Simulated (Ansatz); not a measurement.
Crystal structures of magnesium under PBE

All numbers below come from DFT, PBE, plane waves (420 eV) with PAW, scalar-relativistic (Ansatz).

Each structure is relaxed within its own symmetry, so a high-lying one may be dynamically unstable.

```csv
structure,ΔE (meV/atom),V (Å³/atom),cell,magnetic state
hcp,0,22.94,"a = 3.195 Å, c = 5.188 Å (c/a = 1.624)",spin not included
dhcp,5,23.01,"a = 3.197 Å, c = 10.398 Å (c/a = 3.253)",spin not included
fcc,11,23.16,a = 4.525 Å,spin not included
bcc,26,22.93,a = 3.579 Å,spin not included
A15,45,23.45,a = 5.725 Å,spin not included
omega (AlB2-type),56,23.30,"a = 5.106 Å, c = 3.096 Å (c/a = 0.606)",spin not included
simple cubic,378,27.56,a = 3.021 Å,spin not included
diamond,770,40.42,a = 6.864 Å,spin not included
```

ΔE counts from hcp.

Differences under about 8 meV lie within the error of the k-point mesh.
